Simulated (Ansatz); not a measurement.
The system is Pt.

```
Pt
1.0
     0.00000    1.96090    1.96090
     1.96090    0.00000    1.96090
     1.96090    1.96090    0.00000
Pt
1
Cartesian
  0.0000 0.0000 0.0000
```

Base run:

| Property | Result |
| --- | --- |
| Program | Ansatz 0.2.0 |
| Functional | PBE |
| Potentials or basis | PseudoDojo standard (PBE files) |
| Cutoff | 1143 eV |
| Density cutoff | 4572 eV |
| k mesh | 12 × 12 × 12 |
| Occupations | fermi-dirac, width 0.05 eV |
| Spin | no spin polarisation |

Its results: band gap on the k mesh none (metal or under the smearing width); pressure 9.6 GPa.

Question: The run is repeated on the same cell with these changes: potentials or basis from PseudoDojo standard (PBE files) to Ansatz NC; cutoff from 1143 eV to 1143 eV (not typed: the program's choice for these potentials). What comes out?

Answer: Band gap on the k mesh none (metal or under the smearing width); pressure 10.4 GPa.

Caveats: spin-orbit coupling is left out, which moves the levels of the heavy elements.
